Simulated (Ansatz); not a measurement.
# ZnS (Wurtzite-2H): the cost of one run

Method: DFT PBE, scalar-relativistic, plane waves, PAW, in Ansatz 0.2.0.

1 further run of the same task is left out (set aside as unsound or not needed).

### Step 1. The structure to begin with

The structure is hexagonal, space group P6_3mc (No. 186). Conventional cell: a = 3.846 Å, b = 3.846 Å, c = 6.305 Å, α = 90.00°, β = 90.00°, γ = 120.00°. Zn (site symmetry 3m) has 4 S at 2.36 Å as nearest neighbours. Around S (site symmetry 3m) lie 4 Zn at 2.36 Å.

Structure file:

```cif
data_structure
_symmetry_space_group_name_H-M 'P6_3mc'
_symmetry_Int_Tables_number 186
_cell_length_a 3.8455
_cell_length_b 3.8455
_cell_length_c 6.3053
_cell_angle_alpha 90.000
_cell_angle_beta 90.000
_cell_angle_gamma 120.000
_cell_volume 80.75
loop_
_atom_site_label
_atom_site_type_symbol
_atom_site_symmetry_multiplicity
_atom_site_Wyckoff_symbol
_atom_site_fract_x
_atom_site_fract_y
_atom_site_fract_z
_atom_site_occupancy
Zn1 Zn 2 b 0.33333 0.66667 0.00522 1
S1 S 2 b 0.33333 0.66667 0.37978 1
```

It is the result of an earlier relaxation at this level (volume 20.19 Å³/atom; gap on the mesh: 2.08 eV).

### Step 2. Point at V/V0 = 0.97

The input, input.yaml:

```yaml
crystal:
  lattice:
    - [3.8066634158, 0.0, 0.0]
    - [-1.9033317079, 3.2966672217, 0.0]
    - [0.0, 0.0, 6.241597005]
  atoms:
    - { symbol: Zn, position: [0.3333333333, 0.6666666667, 0.0052193967] }
    - { symbol: Zn, position: [0.6666666667, 0.3333333333, 0.5052193967] }
    - { symbol: S, position: [0.3333333333, 0.6666666667, 0.3797806033] }
    - { symbol: S, position: [0.6666666667, 0.3333333333, 0.8797806033] }
basis:
  ecutwfc: 420
kpoints:
  mp_grid: { grid: [9, 9, 6] }
hamiltonian:
  xc: pbe
scf:
  occupations: { method: gaussian, width: 0.02 }
output:
  forces: true
  stress: true
  eigenvalues: true
relax:
  adjacent_minimum: "off"
  f_tol: 0.01
  max_steps: 30
  cell: { stress_tol: 0.1, fix: [volume] }
```

Launch:

```
$ ansatz run input.yaml --threads 1 --pin off --max-ram 2560MiB --backend cpu --events-out ev --progress --plain --runs-dir out
```

**Question.** How long does this run take on 1 thread of Arm Neoverse V1, shared host, and how much memory does it need?

About 18 s, with a peak of 0.35 GiB.
